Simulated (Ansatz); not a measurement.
# Rh(111) / 1 layer Pt(111) / Rh(111): resistance against film thickness

How does the resistance across the layers grow with the film in Rh(111) / 1 layer Pt(111) / Rh(111)?

Main program and level: Ansatz 0.2.0; Ansatz plane-wave DFT, PBE, PAW files; ballistic transport by layer matching (Landauer), zero bias; PAW set soft_1.

### Step 1. Starting point

The cell holds 9 atoms: 8 Rh and 1 Pt. Its edges and angles: a = 2.689 Å, b = 2.689 Å, c = 19.974 Å, α = 90.0°, β = 90.0°, γ = 120.0°. It derives from Rh and Pt. Regions: lead, 8 atoms (8 Rh); films, 1 atom (1 Pt). The structure is stacked along c, and the current runs across the ab planes.

### Step 2. With 1 layer

The film is laid into the lead at the lead's in-plane lattice, and the cell closes on the lead's own image. The mesh across the current, 32×32, is finer than the density's, because channels open and close sharply across the zone. Energies from -1 to 1 eV in steps of 0.036 eV cover the slope of the Fermi function at 300 K, so the program can form a conductance.

Input file input.yaml:

```yaml
crystal:
  lattice:
    - [2.6891977995, 0.0, 0.0]
    - [-1.3445988998, 2.3289136102, 0.0]
    - [0.0, 0.0, 19.9735653556]
  atoms:
    - { symbol: Rh, position: [0.0, 0.0, 0.0549656701] }
    - { symbol: Rh, position: [0.3333333333, 0.6666666667, 0.1648970103] }
    - { symbol: Rh, position: [0.6666666667, 0.3333333333, 0.2748283506] }
    - { symbol: Rh, position: [0.0, 0.0, 0.3847596908] }
    - { symbol: Pt, position: [0.3333333333, 0.6666666667, 0.5] }
    - { symbol: Rh, position: [0.6666666667, 0.3333333333, 0.6152403092] }
    - { symbol: Rh, position: [0.0, 0.0, 0.7251716494] }
    - { symbol: Rh, position: [0.3333333333, 0.6666666667, 0.8351029897] }
    - { symbol: Rh, position: [0.6666666667, 0.3333333333, 0.9450343299] }
kpoints:
  mp_grid: { grid: [16, 16, 2] }
hamiltonian:
  xc: pbe
  pseudopotentials: { kind: paw, azcp: { folder: soft_1 } }
scf:
  occupations: { method: fermi_dirac, width: 0.1 }
output:
  transmission: { leads: [[0, 1]], kmesh: [32, 32], e_range: [-1.0, 1.0], de: 0.036 }
  write_potential: true
  write_density: true
  volumetric_format: npy
  elf: true
```

The run is started by

```bash
$ ansatz run input.yaml --threads 4 --pin off --max-ram 8192MiB --backend cpu --events-out ev --progress --plain --runs-dir out
```

Numbers of over 12 decimals in the logs are rounded to 6 here.

The program printed:

```text
Engine: ansatz 0.2.0, aarch64-unknown-linux-gnu
Pseudopotentials: kind: paw
Pseudopotential: Rh, paw, valence charge 17, recommended cutoff 420 eV (normal), soft_1/Rh.paw.azcp
Pseudopotential: Pt, paw, valence charge 18, recommended cutoff 420 eV (normal), soft_1/Pt.paw.azcp
Functional definition: PBE
  parameter kappa = 0.804
  parameter beta = 0.066725
  exchange = pbe_x(kappa = kappa, mu = beta*pi^2/3)
  correlation = pbe_c(beta = beta)
Crystal: 9 atoms, lattice volume = 125.093 Å³
Basis set: ecut = 420 eV, 2485 PW (Γ)
Bands: 93, of which v1, the nominal top of the filled ones, is band 77 counted from 1 (76 counted from 0)
Symmetry: 12 space group operations
Space group: P-3m1 (ITA 164), of the structure as read, at distance tolerance 5.0e-5 Å
k-points: 60 of 512
Non-local potential: Rh, projectors of the file, l = 0: 3, l = 1: 2, l = 2: 2, l = 3: 1
Non-local potential: Pt, projectors of the file, l = 0: 3, l = 1: 2, l = 2: 2, l = 3: 1
PAW form: soft (Blöchl's): semilocal exchange-correlation on the pseudo side does not see the compensation charge
PAW one-centre angular grid: Rh, 590 points (default); XC on 64 Gauss nodes
PAW one-centre angular grid: Pt, 590 points (default); XC on 64 Gauss nodes
Initial density: superposition of atomic densities (chi_scale 0.1, normalization cell)
Initial wavefunctions: pseudopotential atomic-orbital guess
Functional: x = pbe(κ = 0.804, μ = 0.219515), c = pbe(β = 0.066725)
SCF iter   1: F=—  HF=-63753.068071 eV  |F-HF|=—  |Δ(HF+E_count)|=         —  Δρ=1.14e-1  dr2=6.84e1  ethr=3.10e-3  ⟨swp⟩=4.8  Hψ=16500  notcnv=0  defer=50
preconditioner: auto → Kerker (q_TF=auto, 2.824 Å⁻¹)  [metal: Δε(μ)=0.004 eV  Ē_g=6.962 eV  σ=0.100 eV  W_gap=0.01  n_scr=46 (ndim 8)  ℏωp=30.1 eV  f_vac=0.000  D(μ)=11.33/eV (n_scr^D=138)]
SCF iter   2: F=—  HF=-63749.450629 eV  |F-HF|=—  |Δ(HF+E_count)|=    3.62e0  Δρ=5.73e-2  dr2=2.73e1  ethr=3.10e-3  ⟨swp⟩=2.0  Hψ=9513  notcnv=0  defer=140
SCF iter   3: F=—  HF=-63748.387880 eV  |F-HF|=—  |Δ(HF+E_count)|=    1.06e0  Δρ=9.16e-3  dr2=1.19e0  ethr=3.10e-3  ⟨swp⟩=2.1  Hψ=8579  notcnv=0  defer=140
SCF iter   4: F=—  HF=-63748.356201 eV  |F-HF|=—  |Δ(HF+E_count)|=   3.17e-2  Δρ=2.80e-3  dr2=3.51e-1  ethr=7.72e-4  ⟨swp⟩=1.4  Hψ=6450  notcnv=0  defer=139
SCF iter   5: F=—  HF=-63748.350499 eV  |F-HF|=—  |Δ(HF+E_count)|=   5.70e-3  Δρ=1.35e-3  dr2=1.06e-2  ethr=2.28e-4  ⟨swp⟩=1.0  Hψ=5430  notcnv=0  defer=139
SCF iter   6: F=—  HF=-63748.350125 eV  |F-HF|=—  |Δ(HF+E_count)|=   3.74e-4  Δρ=2.98e-4  dr2=9.42e-4  ethr=6.88e-6  ⟨swp⟩=1.5  Hψ=5459  notcnv=0  defer=139
SCF iter   7: F=—  HF=-63748.350132 eV  |F-HF|=—  |Δ(HF+E_count)|=   6.95e-6  Δρ=9.47e-5  dr2=1.00e-5  ethr=6.12e-7  ⟨swp⟩=1.0  Hψ=5430  notcnv=0  defer=139
SCF iter   8: F=—  HF=-63748.350116 eV  |F-HF|=—  |Δ(HF+E_count)|=   1.63e-5  Δρ=2.62e-5  dr2=6.26e-6  ethr=6.51e-9  ⟨swp⟩=2.0  Hψ=7800  notcnv=0  defer=139
SCF iter   9: F=-63748.350116 eV  HF=-63748.350116 eV  |F-HF|=2.18e-8  |Δ(HF+E_count)|=   1.96e-8  Δρ=6.58e-6  dr2=4.70e-8  ethr=6.49e-11  ⟨swp⟩=6.9  Hψ=13766  notcnv=0
SCF 1 converged in 9 iterations: F = -63748.350116 eV  dr2 = 4.70e-8
  greatest PAW one-centre occupation: 1.000 electrons in one spin orbital (limit 2), on the Pt atom at site 4 (counted from 0), in its partial waves of l = 0
transmission: 368 of 3672 steps passed
transmission: 736 of 3672 steps passed
[...]
transmission: 3672 of 3672 steps passed
SCF converged after 9 iterations
Free energy (F): -63748.350116 eV
Harris-Foulkes:  -63748.350116 eV  (|F-HF|=2.18e-8)
Internal energy: -63747.936801 eV  (E = F + TS)
E sigma→0 (E₀):  -63748.143458 eV
Entropy (-TS):   -0.413315 eV (-45.924 meV/atom)
Fermi energy:    22.544107 eV
--- Per-component energies (eV) ---
  E_band       = -807.096258
  E_kinetic    = 4897.860162
  E_local      = -13212.546118  (includes V_loc(G=0)·N_el)
  E_nonlocal   = 2589.281071
  E_hartree    = 4923.815758
  E_xc         = -1848.468340
  E_vxc        = -2299.700161  (∫ρ·V_xc dr)
  E_paw        = -38310.672143  (= ΣΔE_a)
  E_vpaw       = -2629.640135  (= ΣTr[D̂ρ^β])
  E_aug_tail   = 0.001944  (compensation charges beyond the density's cutoff)
  E_ewald      = -22787.209135
  E_smearing   = -0.413315  (= −TS)
  E_closure    = 0.000000  (closes the sum)
  Σ components = -63748.350116   (vs F -63748.350116, Δ=0.00e0)
--- Band table (eV; the first three rows and the last of 60) ---
  k-point 0: bands = [... 73 lower, 21.4709, 21.5173, 21.5173, 21.5430, 21.5430, 21.6264, 21.6264, 22.1824, ... 12 higher]
  k-point 1: bands = [... 73 lower, 21.4756, 21.4827, 21.4827, 21.5291, 21.5291, 21.6071, 21.7863, 21.7863, ... 12 higher]
  k-point 2: bands = [... 73 lower, 21.3032, 21.4284, 21.4842, 21.5332, 21.5959, 21.6174, 21.7901, 21.8192, ... 12 higher]
  k-point 59: bands = [... 73 lower, 22.3823, 22.5577, 22.7175, 22.7544, 22.7778, 22.8863, 22.9018, 23.0840, ... 12 higher]
--- Transmission ---
  basis      : 55 plane waves across, 36 finite elements along
  points     : 102, standing for a mesh of 32 x 32
  filling    : by the input's occupations and mesh, since the crystals that have channels conduct as metals do. If one of these is a semiconductor, that mesh has misplaced its level
  energies   : 56 from -1.000000 to 0.980000 eV about the Fermi level, 0.036000 eV apart; the leads are filled to 0.000000 eV, and channels, transmission and decay are at 0.008000 eV
  crystal 0  : Rh1, at the sites [0, 1], period 2.1957 Å, over 17.57 Å; its Hamiltonian steps by up to 9.2 meV
    offset         : up to 0.0000 Å between an atom of the period and one for which it stands
    filled         : 12.6 meV under the level at which it is neutral
    channels       : 1.792969e0 a spin
    conductance    : 2.2237e15 S/m² at 300 K; may be off by some 0.0 % by where its bands' edges are placed, 3.0 % from the k-mesh, 0.3 % from the distance to neutral
    slowest decay  : 0.0838 /Å at (0.4062, 0.1562)
  junction   : crystal 0 to crystal 0, 0.70 to 18.48 Å
    transmission   : 1.351799e0 a spin
    conductance    : 1.6688e15 S/m² at 300 K (1.6961e15 on every other point, 1.6616e15 on every other energy)
    error estimate : 0.4 % from the energy spacing and 0.0 % from band edges of the leads and from resonances (wavevectors taken as independent; lower de), 2.3 % from the k-mesh, 2.7 % from the steps of its leads' Hamiltonians or their offsets (lay more layers), 0.2 % from the distance to neutral
    resistance     : 1.4955e-4 Ω µm² beyond half of each lead's own
```

It took 1.7 min on 4 threads of Arm Neoverse V1, shared host; peak memory 0.82 GiB; 6.2 min of CPU time.

Numbers from this step:

```
free energy                                                                : -63748.3501 eV
energy at zero smearing                                                    : -63748.1435 eV
Fermi energy                                                               : 22.54 eV
cell area                                                                  : 6.263 Å²
step of the lead's potential                                               : 9.2 meV
ballistic conductance of the lead                                          : 2.22e15 S/m²
estimated errors of the lead's conductance                                 : 0, 3, 0.3 % (band edges, k-mesh, distance from neutral)
lead conductance per cell                                                  : 1.797 G₀
conductance of the junction                                                : 1.67e15 S/m²
junction conductance per cell                                              : 1.349 G₀
estimated errors of the junction's conductance                             : 0.4, 0, 2.3, 2.7, 0.2 % (energy step, band edges, k-mesh, leads' steps, distance from neutral)
area resistance that the stack adds (contact term taken off, spin by spin) : 0.1496 fΩ m²
```

Per spin. Transmission, zone mean against energy, zero at the Fermi level:

energy (eV), transmission, zone mean and a bar from the least value:
```
   -1.000       1.34 #############################
   -0.928       1.35 #############################
   -0.856       1.33 ############################
   -0.784       1.32 ############################
   -0.712       1.33 #############################
   -0.676       1.33 #############################
   -0.604       1.34 #############################
   -0.532       1.33 #############################
   -0.460       1.32 ############################
   -0.388       1.31 ############################
   -0.316       1.32 ############################
   -0.244       1.32 ############################
   -0.172       1.32 ############################
   -0.100       1.33 #############################
   -0.028       1.35 #############################
    0.008       1.35 #############################
    0.080       1.37 ##############################
    0.152       1.34 #############################
    0.224       1.32 ############################
    0.296       1.29 ###########################
    0.368       1.22 #########################
    0.440       1.19 ########################
    0.512       1.10 ####################
    0.584       0.96 ################
    0.656       0.87 ############
    0.692       0.83 ###########
    0.764       0.76 ########
    0.836       0.68 ######
    0.908       0.60 ###
    0.980       0.52
```

Per spin. Open channels, zone mean, lead against energy, zero at the Fermi level:

```csv
energy (eV),"open channels, zone mean, lead"
-1.000,1.80
-0.928,1.79
-0.856,1.79
-0.784,1.69
-0.712,1.75
-0.676,1.75
-0.604,1.73
-0.532,1.73
-0.460,1.70
-0.388,1.71
-0.316,1.68
-0.244,1.69
-0.172,1.72
-0.100,1.74
-0.028,1.79
0.008,1.79
0.080,1.82
0.152,1.85
0.224,1.90
0.296,1.96
0.368,1.97
0.440,1.98
0.512,1.86
0.584,1.62
0.656,1.41
0.692,1.30
0.764,1.08
0.836,0.976
0.908,0.794
0.980,0.653
```

Transmission over k1 and k2. At 0.0080 eV from the Fermi level.

Ten even steps from '0' (0.00) to '9' (2.69), each cell a mean:
```
78756433333336569761223333333214
25765643333335567651201322223003
45456665466645666546433333234233
33456765566665566765333323333233
33335566665555666665333333233233
33335556666555566665553333324233
33337655566655566665566433333023
43335655556665566655556633334103
25555555555565555555555554556112
65556656665555555555566665764567
98856656666665557555666666666689
77665675666665555555566666666556
23325665555555555555555555555556
43024433465555566555665555564334
33103333356655566655566655567333
33323333334655666655556666566333
33324223333335566665555666654333
33322322333335666655555556666543
43324333233346566765566645766555
23003222231032566565344434565565
63013333333111679646333333355687
97414333333341689752433333335269
```
Columns: k1 (b1) from -0.5 to 0.469; rows upwards: k2 (b2) from -0.5 to 0.469.

Open channels over k1 and k2. At 0.0080 eV from the Fermi level.

Ten even steps from '_' (0.00) to '@' (3.00), each cell a mean:
```
%%%%##**%%**------------++%%****@@%%****--::--------------::++**
==**##******++------------******##****==--__..------------__..==
++%%****@@@@%%##**%%@@@@****@@%%@@##**%%**------++**==****------
--====**@@%%**%%****@@@@%%**%%**%%%%%%**==--------====**==------
--------##%%********######**********@@**--------------****------
--------%%**********************************------------==------
--------@@@@@@**************************%%@@%%==----------__::--
====----%%%%@@****************************%%@@%%==----====....--
==%%++++****##******************************##**********%%--++++
##******@@%%******************####****************%%%%##******##
@@%%%%**@@%%******************@@@@%%******************@@%%**%%@@
%%%%******%%####****************%%%%******************##@@******
==****==%%**####**************************************####****%%
++--::::**++----++##@@##****************************@@####----**
----..__----------**@@@@%%**************************@@@@@@------
------::------------==%%##**************************####@@------
--------**==------------==**%%************************%%**------
--------==**--------------**@@####**##**%%@@@@****##**##@@**----
==------****++**==------**%%**%%@@%%@@****@@@@%%**%%%%@@@@****%%
==--..__====--====--..__==++****######**============######****##
##**==..--------------..--****##@@****##==------------**##**%%##
@@%%**--++--------------++==**@@@@%%**++**------------==##==**@@
```
Columns: k1 (b1) from -0.5 to 0.469; rows upwards: k2 (b2) from -0.5 to 0.469.

Valence density in the ca plane at fractional y = 0.667, with atoms of Rh and Pt within 0.2 Å of it. It is the smooth field of the valence electrons, not physical close to the nuclei.

Ten steps, logarithmic in the rise over the least value, from '0' (0 e/Å³) to '9' (12 e/Å³), each cell a mean:
```
55421122211355422356421123211245532245542112
55421122211355422355421123211245532245542112
44321355421344321244311355531134431134431235
22213688741122210122212578752122210012211368
11114799852111000011113699973111100001111489
11114799852111000011113699973111100001112489
22213688741122100122212578852112210012211368
44322355421234311244311356531134421134431245
```
Columns run along c (16.0 Å, from fractional 0.04 to 0.84 of the cell), rows up along a (2.7 Å). Atoms in or near the plane, at fractional coordinates: Rh at (0.16, 0.33), Pt at (0.50, 0.33), Rh at (0.84, 0.33).

Electrostatic potential energy in the ca plane at fractional y = 0.667, with atoms of Rh and Pt within 0.2 Å of it. With pseudopotentials it is smooth inside the atoms' cores, unlike the true potential.

Ten even steps from '0' (-47 eV) to '9' (25 eV), each cell a mean:
```
55799999999855799865799998999975589975579999
55799999999855799865799998999975579975579999
77899866799877899977899875689987789987789986
99998511479999999999999621269999999999999841
99997200169999999999998400038999999999999720
99997200169999999999998400038999999999999720
99998411379999999999999620159999999999999841
77899865799977899977899865689987799987789975
```
Columns run along c (16.0 Å, from fractional 0.04 to 0.84 of the cell; values clipped at the 3rd and 97th percentile), rows up along a (2.7 Å). Atoms in or near the plane, at fractional coordinates: Rh at (0.16, 0.33), Pt at (0.50, 0.33), Rh at (0.84, 0.33).

ELF in the ca plane at fractional y = 0.667, with atoms of Rh and Pt within 0.2 Å of it. It is the smooth field of the valence electrons, not physical close to the nuclei.

Ten even steps from '0' (0.19) to '9' (0.73), each cell a mean:
```
34200011000144201134300111110024311113420001
34200011000144201134300111110024311113420001
22100133100122100022101133321012210012200013
00011477511000000000011366641100000000001157
11111699830111000001111467751111000001110279
11111699830111000001111467751111100001110279
00011588621100000000011466641100000000001158
22100133201012100012101234321001100012200013
```
Columns run along c (16.0 Å, from fractional 0.04 to 0.84 of the cell), rows up along a (2.7 Å). Atoms in or near the plane, at fractional coordinates: Rh at (0.16, 0.33), Pt at (0.50, 0.33), Rh at (0.84, 0.33).

The lead's potential steps by 9.2 meV from period to period, small in itself. The program estimates the junction's conductance to 2.3 % from the k-mesh, 0.2 % from the leads' distance from neutral and 2.7 % from their steps.

By hand: 1/G − 1/G_lead = 1/1.669 − 1/2.224 = 0.150 fΩ m² with G in 10¹⁵ S/m².

### Step 3. With 3 layers, k-mesh 16×16×1, film layers 3

The stack now holds 3 film layers; the k-mesh follows the cell, and the energies span -0.27 to 0.27 eV.

System of this step: Rh(111) / 3 layers Pt(111) / Rh(111). The cell holds 12 atoms: 9 Rh and 3 Pt. Its edges and angles: a = 2.689 Å, b = 2.689 Å, c = 26.985 Å, α = 90.0°, β = 90.0°, γ = 120.0°. It derives from Rh and Pt. Regions: lead, 9 atoms (9 Rh); films, 3 atoms (3 Pt). The structure is stacked along c, and the current runs across the ab planes.

Input file input.yaml:

```yaml
crystal:
  lattice:
    - [2.6891977995, 0.0, 0.0]
    - [-1.3445988998, 2.3289136102, 0.0]
    - [0.0, 0.0, 26.9848839353]
  atoms:
    - { symbol: Rh, position: [0.0, 0.0, 0.0406842737] }
    - { symbol: Rh, position: [0.3333333333, 0.6666666667, 0.1220528212] }
    - { symbol: Rh, position: [0.6666666667, 0.3333333333, 0.2034213686] }
    - { symbol: Rh, position: [0.0, 0.0, 0.2847899161] }
    - { symbol: Pt, position: [0.3333333333, 0.6666666667, 0.3700880353] }
    - { symbol: Pt, position: [0.6666666667, 0.3333333333, 0.4593157263] }
    - { symbol: Pt, position: [0.0, 0.0, 0.5485434173] }
    - { symbol: Rh, position: [0.3333333333, 0.6666666667, 0.6338415365] }
    - { symbol: Rh, position: [0.6666666667, 0.3333333333, 0.7152100839] }
    - { symbol: Rh, position: [0.0, 0.0, 0.7965786314] }
    - { symbol: Rh, position: [0.3333333333, 0.6666666667, 0.8779471788] }
    - { symbol: Rh, position: [0.6666666667, 0.3333333333, 0.9593157263] }
kpoints:
  mp_grid: { grid: [16, 16, 1] }
hamiltonian:
  xc: pbe
  pseudopotentials: { kind: paw, azcp: { folder: soft_1 } }
scf:
  occupations: { method: fermi_dirac, width: 0.1 }
output:
  transmission:
    leads: [[0, 1]]
    kmesh: [32, 32]
    e_range: [-0.27, 0.27]
    de: 0.036
  write_potential: true
  write_density: true
  volumetric_format: npy
```

The program printed:

```text
[...]
Crystal: 12 atoms, lattice volume = 169.004 Å³
Basis set: ecut = 420 eV, 3349 PW (Γ)
Bands: 125, of which v1, the nominal top of the filled ones, is band 104 counted from 1 (103 counted from 0)
Symmetry: 12 space group operations
[...]
k-points: 30 of 256
[...]
--- Transmission ---
  basis      : 55 plane waves across, 48 finite elements along
  points     : 102, standing for a mesh of 32 x 32
[...]
filled         : 9.5 meV under the level at which it is neutral
    channels       : 1.792969e0 a spin
[...]
slowest decay  : 0.0608 /Å at (0.4062, 0.1875)
  junction   : crystal 0 to crystal 0, -0.70 to 24.09 Å
    transmission   : 9.757196e-1 a spin
[...]
resistance     : 3.6450e-4 Ω µm² beyond half of each lead's own
[key lines of the parts left out:]
SCF converged after 10 iterations
Free energy (F): -95200.648008 eV
Fermi energy:    22.688988 eV
```

Elapsed: 64 s, on 4 threads; peak memory 0.92 GiB.

This step gave:

- free energy: -95200.6480 eV
- energy at zero smearing: -95200.3647 eV
- Fermi energy: 22.69 eV
- step of the lead's potential: 3.5 meV
- ballistic conductance of the lead: 2.23e15 S/m²
- estimated errors of the lead's conductance: 0, 3, 0.2 % (band edges, k-mesh, distance from neutral)
- lead conductance per cell: 1.799 G₀
- conductance of the junction: 1.23e15 S/m²
- junction conductance per cell: 0.9932 G₀
- estimated errors of the junction's conductance: 0.4, 1.1, 2.9, 1.6, 0.6 % (energy step, band edges, k-mesh, leads' steps, distance from neutral)
- area resistance that the stack adds (contact term taken off, spin by spin): 0.3645 fΩ m²

Per spin. Table of transmission, zone mean by energy, zero at the Fermi level:

```csv
energy (eV),"transmission, zone mean"
-0.270,1.06
-0.234,1.03
-0.198,1.04
-0.162,1.05
-0.126,1.05
-0.090,1.03
-0.054,1.02
-0.018,1.02
0.018,0.976
0.054,0.957
0.090,0.944
0.126,0.947
0.162,0.921
0.198,0.879
0.234,0.857
0.270,0.817
```

The conductance of the junction is 1.2e15 S/m², 26 % under the 1.7e15 S/m² of the last finished run.

[end of part 1 of 2]

[Logs are printed without paths, hosts, clocks, repeated set-up lines and the standing remarks that a program may print on its own settings, such as how far it seeks lower states.]

[Hosts, paths, dates, database ids (printed as entryN), source tags and the programs' standing remarks are cut or masked in the printed files.]
